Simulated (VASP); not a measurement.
Here is a VASP 6.6.1 calculation.

The input INCAR:

```
ALGO     = Fast           # electronic algorithm
EDIFF    = 1E-6           # SCF threshold, eV
ENCUT    = 520            # plane-wave cutoff, eV
GGA      = PE             # functional
ISIF     = 2              # what is computed and relaxed
ISMEAR   = 0              # smearing method
LASPH    = T              # aspherical terms in the spheres
LCHARG   = T              # write CHGCAR
LELF     = T              # ELF
LREAL    = F              # projectors in reciprocal space
LVHAR    = T            
LWAVE    = F              # write WAVECAR
NELM     = 100            # most SCF steps
PREC     = Accurate       # precision mode
SIGMA    = 0.012          # smearing width, eV
```

File KPOINTS:

```
k-points
0
Gamma
  8 8 8
```

POSCAR

```
GaAs
1.0
    0.0000000000      2.8268500000      2.8268500000
    2.8268500000      0.0000000000      2.8268500000
    2.8268500000      2.8268500000      0.0000000000
As Ga
1 1
Direct
    0.7500000000      0.7500000000      0.7500000000
    0.0000000000      0.0000000000      0.0000000000
```

Potentials or basis: VASP PAW PBE potentials, release 64 (As, Ga_d).

Run with:

```console
$ cat potpaw_PBE.64/As/POTCAR potpaw_PBE.64/Ga_d/POTCAR > POTCAR
$ mpirun -np 1 vasp_std > vasp.out
```

(1) What does it give for the band gap on the k mesh?

(2) Predict the pressure.

## Answers

(1) 0.52 eV, direct.

(2) 3.5 GPa.

**The experiment to reproduce.**

“Evidence of valence band perturbations in GaAsN/GaAs(001): A combined variable-angle spectroscopic ellipsometry and modulated photoreflectance investigation”, 2008, arxiv:0805.2212 reports, for a bulk crystal of GaAs at 300 K: band gap 1.412 ± 0.01 eV (direct).

Measured gap of GaAs: 1.412 eV (direct; 300 K; “Evidence of valence band perturbations in GaAsN/GaAs(001): A combined variable-angle spectroscopic ellipsometry and modulated photoreflectance investigation”, 2008, arxiv:0805.2212). This calculation gives 0.52 eV (-0.89 eV). 3 values of this kind are on record (1.412 to 1.51 eV); this one was drawn at random among those near their median, those with a stated uncertainty first. Spin-orbit coupling on As, Ga is left out. The value is that of PBE on a finite k mesh, which can miss the band edges, without temperature or zero-point motion. Semilocal functionals fall short of measured gaps as a rule.
